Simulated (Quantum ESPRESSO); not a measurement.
Write the native input for Quantum ESPRESSO 7.5 that does the following.

```yaml
Task: single point
Functional: PBE
Potentials_or_basis: SSSP 1.3 efficiency PBE
Cutoff: 816 eV
Density_cutoff: 3265 eV
k_mesh: 9 × 9 × 3
Occupations: fermi-dirac, width 0.05 eV
Spin: no spin polarisation
Mixing_beta: 0.5
Most_SCF_iterations: 120
SCF_threshold: 8e-10 Ry
```

The system is Hg.

```
Hg
1.0
     3.47695    0.01094   -0.02121
    -1.72900    2.96089   -0.00787
    -0.06816   -0.06855   11.00345
Hg
4
Direct
  0.99803 0.00155 0.99934
  0.33641 0.66667 0.25198
  0.99830 0.99260 0.50013
  0.66725 0.33919 0.74856
```

These files were run (other wordings do the same):

pw.in

```
&CONTROL
  calculation = 'scf'
  prefix = 'pwscf'
  outdir = './tmp'
  pseudo_dir = './pseudo'
  tprnfor = .true.
  tstress = .true.
  disk_io = 'low'
/
&SYSTEM
  ibrav = 0
  nat = 4
  ntyp = 1
  ecutwfc = 60
  nbnd = 52
  occupations = 'smearing'
  smearing = 'fd'
  degauss = 0.00367493
/
&ELECTRONS
  conv_thr = 8d-10
  electron_maxstep = 120
  mixing_beta = 0.5
/
ATOMIC_SPECIES
Hg   200.5920 Hg_ONCV_PBE-1.0.oncvpsp.upf
CELL_PARAMETERS angstrom
   3.4769495900    0.0109377500   -0.0212086300
  -1.7290024200    2.9608867600   -0.0078679400
  -0.0681641200   -0.0685539700   11.0034509900
ATOMIC_POSITIONS crystal
Hg     0.9980276400    0.0015473700    0.9993393300
Hg     0.3364149600    0.6666700500    0.2519751300
Hg     0.9983041400    0.9925971100    0.5001284000
Hg     0.6672532600    0.3391854600    0.7485571400
K_POINTS automatic
9 9 3 0 0 0
```

pp_density.in

```
&INPUTPP
  prefix = 'pwscf'
  outdir = './tmp'
  filplot = 'density.dat'
  plot_num = 0
/
&PLOT
  nfile = 1
  filepp(1) = 'density.dat'
  iflag = 3
  output_format = 6
  fileout = 'density.cube'
/
```

pp_potential.in

```
&INPUTPP
  prefix = 'pwscf'
  outdir = './tmp'
  filplot = 'potential.dat'
  plot_num = 11
/
&PLOT
  nfile = 1
  filepp(1) = 'potential.dat'
  iflag = 3
  output_format = 6
  fileout = 'potential.cube'
/
```

pp_elf.in

```
&INPUTPP
  prefix = 'pwscf'
  outdir = './tmp'
  filplot = 'elf.dat'
  plot_num = 8
/
&PLOT
  nfile = 1
  filepp(1) = 'elf.dat'
  iflag = 3
  output_format = 6
  fileout = 'elf.cube'
/
```

Potentials or basis: SSSP 1.3 efficiency PBE.

Run with:

```sh
$ OMP_NUM_THREADS=1 pw.x -in pw.in > pw.out
$ OMP_NUM_THREADS=1 pp.x -in pp_density.in > pp_density.out
$ OMP_NUM_THREADS=1 pp.x -in pp_potential.in > pp_potential.out
$ OMP_NUM_THREADS=1 pp.x -in pp_elf.in > pp_elf.out
```

It gave:

The pressure is 0.7 GPa and the largest force is 0.031 eV/Å. The band gap on the k mesh is none (metal or under the smearing width).

It took 7.1 min on 1 thread of AMD EPYC 9R14 (Zen 4), on a shared host, peak memory 0.69 GiB.
